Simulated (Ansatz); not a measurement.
The system is BeTe.

```xyz
2
Lattice="0.0000 2.7700 2.7700 2.7700 0.0000 2.7700 2.7700 2.7700 0.0000" Properties=species:S:1:pos:R:3 pbc="T T T"
Te    4.1550    4.1550    4.1550
Be    0.0000    0.0000    0.0000
```

Base run:

| Quantity | Value |
| --- | --- |
| Program | Ansatz 0.2.0 |
| Functional | PBE |
| Potentials or basis | all-electron LAPW, scalar-relativistic |
| Cutoff | 205 eV (chosen from the basis error) |
| Basis error allowed | 0.002 eV/atom |
| k mesh | 6 × 6 × 6 |
| Occupations | fermi-dirac, width 0.02 eV |
| Spin | no spin polarisation |

Its results: band gap on the k mesh 1.86 eV, indirect (least direct gap 3.58 eV); pressure 4.3 GPa.

Q: The run is repeated on the same cell with these changes: k mesh from 6 × 6 × 6 to 4 × 4 × 4; occupations from fermi-dirac, width 0.02 eV to fermi-dirac, width 0.06 eV. What comes out?

A: Band gap on the k mesh 1.85 eV, indirect (least direct gap 3.57 eV); pressure 4.8 GPa.

Caveats: some runs use coarse meshes; spin-orbit coupling is left out, which moves the levels of the heavy elements.

A k mesh can miss the band edges.
